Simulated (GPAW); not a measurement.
# BP (F-43m) in GPAW: a series of runs

The runs below take BP through band structure, one-shot levels of the hybrid HSE06, with LDA, PBE.

All numbers are computed with GPAW 26.7.0; they aren't measurements. Logs are shortened: lines on timing, memory, paths and dates and some standing lists are left out, and cuts for length are marked. The log counts tension as positive stress, the text compression.

## (1) The structure

It takes space group F-43m (No. 216, cubic). Conventional cell: a = 4.538 Å, b = 4.538 Å, c = 4.538 Å, α = 90.00°, β = 90.00°, γ = 90.00°. Around P (site symmetry -43m) lie 4 B at 1.97 Å. B (site symmetry -43m) has 4 P at 1.97 Å as nearest neighbours.

## (2) Band structure, LDA

Contents of run.py:

```python
from ase.dft.bandgap import bandgap
from ase.io import read, write
from ase.units import GPa
from gpaw import GPAW, PW

atoms = read('BP.xyz')

calc = GPAW(mode=PW(800),
            xc='LDA',
            kpts={'size': (10, 10, 10), 'gamma': True},
            occupations={'name': 'fermi-dirac', 'width': 0.05},
            nbands=11,
            convergence={'density': 1e-05, 'energy': 1e-05},
            maxiter=150,
            txt='gpaw.txt')
atoms.calc = calc
energy = atoms.get_potential_energy()
forces = atoms.get_forces()
stress = atoms.get_stress()
calc.write('gs.gpw')
write('result.traj', atoms)
print(f'Energy: {energy:.6f} eV')
print('Forces (eV/A):')
print(forces.round(4))
print('Stress (GPa):', (stress / GPa).round(3))
print('Fermi level:', round(calc.get_fermi_level(), 4), 'eV')
print(f'Gap: {bandgap(calc)[0]:.4f} eV, direct: {bandgap(calc, direct=True)[0]:.4f} eV')

path = atoms.cell.bandpath('GXWKGLUWLK,UX', npoints=80, eps=1e-4)
bs_calc = calc.fixed_density(kpts=path, symmetry='off', nbands=19,
                             convergence={'bands': 'CBM+6.0', 'eigenstates': 1e-6}, txt='bands.txt')
bs = bs_calc.band_structure()
bs.write('bs.json')
print(f'Gap on the path: {bandgap(bs_calc)[0]:.4f} eV')
```

Contents of BP.xyz:

```xyz
2
Lattice="0.0000000000 2.2690000000 2.2690000000 2.2690000000 0.0000000000 2.2690000000 2.2690000000 2.2690000000 0.0000000000" Properties=species:S:1:pos:R:3 pbc="T T T"
P      3.4035000000      3.4035000000      3.4035000000
B      0.0000000000      0.0000000000      0.0000000000
```

Potentials or basis: the program's PAW data sets (release 1.2.1) made for this functional, pw.

Run with:

```
> OMP_NUM_THREADS=1 python run.py
```

gpaw.txt:

```text
__  _  _
 | _ |_)|_||  |
 |__||  | ||/\| - 26.7.0

Input parameters:
  mode=PW(ecut=800.0),
  convergence={'density': 1e-05, 'energy': 1e-05},
  kpts=MonkhorstPack(size=(10, 10, 10), gamma=True),
  maxiter=150,
  nbands=11,
  occupations=Occupations(name='fermi-dirac', width=0.05),
  xc=XC(name='LDA')

Diagonalizing LCAO Hamiltonian
Converting LCAO to pw mode

                  P

       B

Atoms  # Å, Bohr magnetons
|   | symbol |        x |        y |        z |    initial magnetic moments |
|---|--------|----------|----------|----------|-----------------------------|
| 0 |      P | 3.403500 | 3.403500 | 3.403500 | ( 0.0000,  0.0000,  0.0000) |
| 1 |      B | 0.000000 | 0.000000 | 0.000000 | ( 0.0000,  0.0000,  0.0000) |

Unit cell  # Å
| periodic |        x |        y |        z |  lengths |    angles |
|----------|----------|----------|----------|----------|-----------|
|      yes | 0.000000 | 2.269000 | 2.269000 | 3.208851 | 60.000000 |
|      yes | 2.269000 | 0.000000 | 2.269000 | 3.208851 | 60.000000 |
|      yes | 2.269000 | 2.269000 | 0.000000 | 3.208851 | 60.000000 |

Number of symmetries: 24
Symmetry operations  # r_c * U_cc + t_c -> r_c
|    | kind |            matrix            |
|----|------|------------------------------|
|  0 |  E   |  1, 0, 0,  0, 1, 0,  0, 0, 1 |
|  1 |  σ   |  1, 0, 0,  0, 0, 1,  0, 1, 0 |
|  2 |  σ   |  1, 0,-1,  0, 1,-1,  0, 0,-1 |
|  3 |  C3  |  1, 0,-1,  0, 0,-1,  0, 1,-1 |
|  4 |  C3  |  1,-1, 0,  0,-1, 1,  0,-1, 0 |
|  5 |  σ   |  1,-1, 0,  0,-1, 0,  0,-1, 1 |
|  6 |  σ   |  0, 1, 0,  1, 0, 0,  0, 0, 1 |
|  7 |  C3  |  0, 1, 0,  0, 0, 1,  1, 0, 0 |
|  8 |  C2  |  0, 1,-1,  1, 0,-1,  0, 0,-1 |
|  9 |  S4  |  0, 1,-1,  0, 0,-1,  1, 0,-1 |
| 10 |  C3  |  0, 0, 1,  1, 0, 0,  0, 1, 0 |
| 11 |  σ   |  0, 0, 1,  0, 1, 0,  1, 0, 0 |
| 12 |  S4  |  0, 0,-1,  1, 0,-1,  0, 1,-1 |
| 13 |  C3  |  0, 0,-1,  0, 1,-1,  1, 0,-1 |
| 14 |  S4  |  0,-1, 1,  1,-1, 0,  0,-1, 0 |
| 15 |  C2  |  0,-1, 1,  0,-1, 0,  1,-1, 0 |
| 16 |  C3  |  0,-1, 0,  1,-1, 0,  0,-1, 1 |
| 17 |  S4  |  0,-1, 0,  0,-1, 1,  1,-1, 0 |
| 18 |  S4  | -1, 1, 0, -1, 0, 1, -1, 0, 0 |
| 19 |  C3  | -1, 1, 0, -1, 0, 0, -1, 0, 1 |
| 20 |  C3  | -1, 0, 1, -1, 1, 0, -1, 0, 0 |
| 21 |  S4  | -1, 0, 1, -1, 0, 0, -1, 1, 0 |
| 22 |  σ   | -1, 0, 0, -1, 1, 0, -1, 0, 1 |
| 23 |  C2  | -1, 0, 0, -1, 0, 1, -1, 1, 0 |

BZ-sampling:
  Number of BZ points: 1000
  Number of IBZ points: 47

  Monkhorst-Pack size: [10, 10, 10]
  Monkhorst-Pack shift: [0.05, 0.05, 0.05]

K-points  # in reciprocal-cell coordinates
|     |                                coordinates |     weight |
|-----|--------------------------------------------|------------|
|   0 | (  0.00000000,   0.00000000,   0.00000000) | 0.00100000 |
|   1 | (  0.10000000,   0.10000000,   0.00000000) | 0.00600000 |
|   2 | (  0.10000000,   0.10000000,   0.10000000) | 0.00800000 |
|   3 | (  0.20000000,   0.10000000,   0.10000000) | 0.01200000 |
|   4 | (  0.20000000,   0.20000000,   0.00000000) | 0.00600000 |
|   5 | (  0.20000000,   0.20000000,   0.10000000) | 0.02400000 |
|   6 | (  0.20000000,   0.20000000,   0.20000000) | 0.00800000 |
|   7 | (  0.30000000,   0.20000000,   0.10000000) | 0.02400000 |
|   8 | (  0.30000000,   0.20000000,   0.20000000) | 0.02400000 |
|   9 | (  0.30000000,   0.30000000,   0.00000000) | 0.00600000 |
| ... |                                            |            |
|  46 | (  0.50000000,   0.50000000,   0.50000000) | 0.00400000 |

Plane wave coefficients: 1243
Cutoff: 800.0 eV

Spin-components: 1 (collinear spins)
Bands:           11
Projectors:      10
Spin-degeneracy: 2
Datatype:        complex128

Parallelization:
  kpt:    1
  domain: 1
  band:   1

Density:
  Valence electrons: 8.0
  Components: 1
  Grid points: [21 21 21]
  Charge: 0.0  # |e|

Potential:
  Grid points: [21 21 21]

species:
  P:
    name:    Phosphorus
    Z:       15.0
    valence: 5
    core:    10
    charge:  0.0  # [|e|]
    compensation charges:
      type: gauss
      rc: 0.30  # [Å]
      lmax: 2
    cutoffs:
      filter: 1.69  # [Å]
      core: 1.81  # [Å]
    projectors
    | kind |    occ | energy [eV] | rcut [Å] |
    |------|--------|-------------|----------|
    |   3s |  2.000 |     -14.015 |    0.953 |
    |   3p |  3.000 |      -5.596 |    0.953 |
    |    s |        |      13.197 |    0.953 |
    |    p |        |      21.615 |    0.953 |
    |    d |        |       0.000 |    0.953 |

    Using partial waves for P as LCAO basis

  B:
    name:    Boron
    Z:       5.0
    valence: 3
    core:    2
    charge:  0.0  # [|e|]
    compensation charges:
      type: gauss
      rc: 0.20  # [Å]
      lmax: 2
    cutoffs:
      filter: 1.14  # [Å]
      core: 1.42  # [Å]
    projectors
    | kind |    occ | energy [eV] | rcut [Å] |
    |------|--------|-------------|----------|
    |   2s |  2.000 |      -9.383 |    0.635 |
    |   2p |  1.000 |      -3.714 |    0.635 |
    |    s |        |      17.828 |    0.635 |
    |    p |        |      23.498 |    0.635 |
    |    d |        |       0.000 |    0.635 |

    Using partial waves for B as LCAO basis

Reference energy: -9935.220091  # eV

eigensolver:
  PPCG
  Converge bands: occupied
  niter=2

density mixing:
  MSR1-Mixer
  Pratt-step length: 0.05
  Maximum mixing coefficient: 0.75
  Old densities: 10
  SVD Regularization: 0.005
  Good broyden scale: 1.0
  Trust region scale: 1.0
  Backstep threshold: 4.0
  History deletion threshold: 6.0
  Fourier metric: weight=20.0, sigma=0.015

occupation numbers:
  Fermi-Dirac:
    width: 0.0500  # eV

poisson solver:
  ecut: 6400.0  # eV

xc functional:
  name: None

convergence criteria:
- Maximum integral of absolute [dens]ity change: 1e-05 electrons / valence electron
- Maximum [total energy] change in last 3 cyles: 1e-05 eV / valence electron
- Maximum integral of absolute [eigenst]ate change: 4e-08 eV^2 / valence electron
maximum number of iterations: 150

SCF iterations
|iter     | |      energy | eigst |  dens |
|---------|-|-------------|-------|-------|
|iter:   1| |  -15.095791 | +0.14 |       |
|iter:   2| |  -14.966418 | -2.08 | -0.69 |
|iter:   3| |  -14.375583 | -1.49 | -0.73 |
|iter:   4| |  -14.365818 | -3.02 | -1.45 |
|iter:   5| |  -14.365516 | -4.12 | -1.97 |
|iter:   6| |  -14.365519 | -5.26 | -2.58 |
|iter:   7| |  -14.365519c| -7.00 | -3.78 |
|iter:   8| |  -14.365519c| -7.51c| -4.36 |
|iter:   9| |  -14.365519c| -8.58c| -5.52c|

Converged in 9 steps
Energy contributions relative to reference atoms: (reference = -9935.220091)

Energy contributions:
  Kinetic:          13.540122
  Coulomb:         -11.772707
  Zero:             -0.021349
  External:          0.000000
  Xc:              -16.111585
  Entropy:          -0.000000
  Spinorbit:         0.000000
  ----------------------------
  Free energy:     -14.365519
  Extrapolated:    -14.365519

dipole moment: (-3.367569, -3.367569, -3.367569)  # |e|*Ang

Fermi level: 8.577
Eigenvalues  # (at kpt = [0.000, 0.000, 0.000])
| band index |      eig [eV] | occ [0-2] |
|------------|---------------|-----------|
|          0 |        -7.398 |     2.000 |
|          1 |         8.001 |     2.000 |
|          2 |         8.001 |     2.000 |
|          3 |         8.001 |     2.000 |
|          4 |        11.380 |     0.000 |
|          5 |        11.380 |     0.000 |
|          6 |        11.380 |     0.000 |
|          7 |        15.373 |     0.000 |
|          8 |        19.298 |     0.000 |
|          9 |        20.060 |     0.000 |
|         10 |        20.060 |     0.000 |

Gap: 1.187 eV
Transition (v -> c):
  (s=0, k=0, n=3, [0.00, 0.00, 0.00]) -> (s=0, k=24, n=4, [0.40, 0.40, 0.00])
Direct/indirect transitions are different
Direct gap: 3.379 eV
Transition at: (s=0, k=0, n=3, [0.00, 0.00, 0.00])

Forces  # eV/Ang
|       x |        y |        z |
|---------|----------|----------|
| 0.00000 | -0.00000 |  0.00000 |  # P    0
| 0.00000 | -0.00000 | -0.00000 |  # B    1

Stress tensor  # eV/Ang^3
|         x |         y |         z |
|-----------|-----------|-----------|
|  0.031333 |  0.000000 | -0.000000 |
|  0.000000 |  0.031333 | -0.000000 |
| -0.000000 | -0.000000 |  0.031333 |

# Writing to gs.gpw (mode='')
```

It took 14 s on 1 thread of Intel Xeon 6975P-C (Granite Rapids), shared host; peak memory 0.22 GiB.

What came out:

```
Free energy             : -14.3655 eV
Pressure                : -5.0 GPa
Band gap on the k mesh  : 1.19 eV, indirect (least direct gap 3.38 eV)
Band gap along the path : 1.18 eV, indirect (least direct gap 3.38 eV)
```

Levels at the corners of the path, in eV from the valence-band top:
| point | band 1 | band 2 | band 3 | band 4 | band 5 | band 6 | band 7 | band 8 |
| --- | --- | --- | --- | --- | --- | --- | --- | --- |
| Γ | -15.40 | 0.00 | 0.00 | 0.00 | 3.38 | 3.38 | 3.38 | 7.37 |
| X | -10.57 | -8.49 | -4.10 | -4.10 | 1.30 | 1.55 | 11.95 | 11.95 |
| W | -10.29 | -7.94 | -5.69 | -5.49 | 5.24 | 6.65 | 7.17 | 7.44 |
| K | -10.56 | -8.06 | -6.25 | -3.49 | 2.08 | 5.91 | 9.64 | 10.52 |
| Γ | -15.40 | 0.00 | 0.00 | 0.00 | 3.38 | 3.38 | 3.38 | 7.37 |
| L | -12.07 | -9.01 | -1.75 | -1.75 | 3.77 | 4.67 | 4.67 | 9.95 |
| U | -10.56 | -8.06 | -6.25 | -3.49 | 2.08 | 5.91 | 9.64 | 10.52 |
| W | -10.29 | -7.94 | -5.69 | -5.49 | 5.24 | 6.65 | 7.17 | 7.44 |
| L | -12.07 | -9.01 | -1.75 | -1.75 | 3.77 | 4.67 | 4.67 | 9.95 |
| K | -10.56 | -8.06 | -6.25 | -3.49 | 2.08 | 5.91 | 9.64 | 10.52 |
| U | -10.56 | -8.06 | -6.25 | -3.49 | 2.08 | 5.91 | 9.64 | 10.52 |
| X | -10.57 | -8.49 | -4.10 | -4.10 | 1.30 | 1.55 | 11.95 | 11.95 |

Expect the measured gap to be larger: semilocal functionals such as LDA lack the derivative discontinuity.

## (3) Band structure, PBE

Contents of run.py:

```python
from ase.dft.bandgap import bandgap
from ase.io import read, write
from gpaw import GPAW

atoms = read('POSCAR')

calc = GPAW(mode='lcao',
            h=0.2,
            basis='sz(dzp)',
            xc='PBE',
            kpts={'size': (10, 10, 10), 'gamma': True},
            occupations={'name': 'fermi-dirac', 'width': 0.05},
            convergence={'density': 1e-05, 'energy': 1e-05},
            maxiter=150,
            txt='gpaw.txt')
atoms.calc = calc
energy = atoms.get_potential_energy()
forces = atoms.get_forces()
calc.write('gs.gpw')
write('result.traj', atoms)
print(f'Energy: {energy:.6f} eV')
print('Forces (eV/A):')
print(forces.round(4))
print('Fermi level:', round(calc.get_fermi_level(), 4), 'eV')
print(f'Gap: {bandgap(calc)[0]:.4f} eV, direct: {bandgap(calc, direct=True)[0]:.4f} eV')

path = atoms.cell.bandpath('GXWKGLUWLK,UX', npoints=100, eps=1e-4)
bs_calc = calc.fixed_density(kpts=path, symmetry='off', txt='bands.txt')
bs = bs_calc.band_structure()
bs.write('bs.json')
print(f'Gap on the path: {bandgap(bs_calc)[0]:.4f} eV')
```

Contents of POSCAR:

```
BP
1.0
    0.0000000000      2.2690000000      2.2690000000
    2.2690000000      0.0000000000      2.2690000000
    2.2690000000      2.2690000000      0.0000000000
P B
1 1
Direct
    0.7500000000      0.7500000000      0.7500000000
    0.0000000000      0.0000000000      0.0000000000
```

Potentials or basis: GPAW PAW data sets (gpaw-data 1.2.1), lcao:sz(dzp).

Run with:

```
> OMP_NUM_THREADS=1 python run.py
```

It took 11 s on 1 thread of Intel Xeon 6975P-C (Granite Rapids), shared host; peak memory 0.14 GiB.

These settings aren't checked as converged: the numbers below hold their error.

Results:

```yaml
Free_energy: -11.0679 eV
Band_gap_on_the_k_mesh: 3.00 eV, indirect (least direct gap 4.18 eV)
Band_gap_along_the_path: 3.00 eV, indirect (least direct gap 4.18 eV)
```

Caveat: the real-space grid adds noise to forces; the basis of atomic orbitals isn't converged, which shifts pressures, moduli and gaps.

[end of part 1 of 3]
